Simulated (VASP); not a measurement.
A run of VASP 6.6.1:

File INCAR:

```
PREC     = Accurate       # precision mode
ENCUT    = 520            # plane-wave cutoff, eV
EDIFF    = 1E-6           # SCF threshold, eV
ISMEAR   = 0              # smearing method
SIGMA    = 0.1            # smearing width, eV
LREAL    = False          # projectors in reciprocal space
LASPH    = True           # aspherical terms in the spheres
NELM     = 100            # most SCF steps
ALGO     = Normal         # electronic algorithm
ISIF     = 2              # what is computed and relaxed
LWAVE    = False          # write WAVECAR
LCHARG   = False          # write CHGCAR
GGA      = PE             # functional
NBANDS   = 12             # bands
```

KPOINTS

```
Automatic mesh
0
Gamma
  18 18 18
```

POSCAR

```
Nb
1.0
    0.0000000000      2.1773150849      2.1773150849
    2.1773150849      0.0000000000      2.1773150849
    2.1773150849      2.1773150849      0.0000000000
Nb
1
Direct
    0.0000000000      0.0000000000      0.0000000000
```

Potentials or basis: VASP PAW PBE potentials, release 64 (Nb_sv).

Run with:

```bash
$ cat potpaw_PBE.64/Nb_sv/POTCAR > POTCAR
$ mpirun -np 1 vasp_std > vasp.out
```

Hardware: 1 thread of AMD EPYC 9R45 96-Core Processor (Zen 5) (shared host).

**Question.** How long does it take, and how much memory?

**Answer.** Wall time 20 s on 1 thread of AMD EPYC 9R45 96-Core Processor (Zen 5) (shared host), peak memory 0.14 GiB. Counts: scf iterations 12, k points 195.
